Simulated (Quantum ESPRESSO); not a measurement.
**CuO (Tenorite) in Quantum ESPRESSO: the effect of target pressure**

The system is CuO (Tenorite).

```
Cu O
1.0
     2.34465   -1.71340    0.00000
     2.34465    1.71340    0.00000
    -0.86055    0.00000    5.05944
Cu O
2 2
Cartesian
  0.7420 -0.8457 2.5297
  1.1723 0.8457 0.0000
  1.6421 0.2841 3.8133
  2.0724 -0.2841 1.2836
```

Alike in all runs:

```yaml
Program: Quantum ESPRESSO 7.5
Task: relaxation of cell and atoms
Functional: PBEsol
Potentials_or_basis: GBRV 1.5 PBEsol
Cutoff: 871 eV
Density_cutoff: 7007 eV
k_mesh: 6 × 6 × 3
Occupations: fermi-dirac, width 0.05 eV
Spin: no spin polarisation
```

Each run relaxes the cell or the atoms first.

```tsv
target pressure	relaxed volume (Å³/atom)
0 GPa	10.67
2 GPa	10.53
5 GPa	?
10 GPa	9.62
20 GPa	8.80
30 GPa	8.36
```

Problem. What does the run with target pressure 5 GPa give?

Solution. Relaxed volume 10.34 Å³/atom.

Worked out: A parabola through the other rows of the relaxed volume, of slope -0.111 Å³/atom per GPa there, gives 10.13 Å³/atom, against the run's 10.34. The fit is too stiff a form for this range.

Caveats: all runs use coarse meshes; the run has no spin polarisation, though such a crystal can be magnetic; the volume moved by over 15 % at a fixed basis, so the end points are rough (some runs).

Runs at the PBE level aren't shown here.
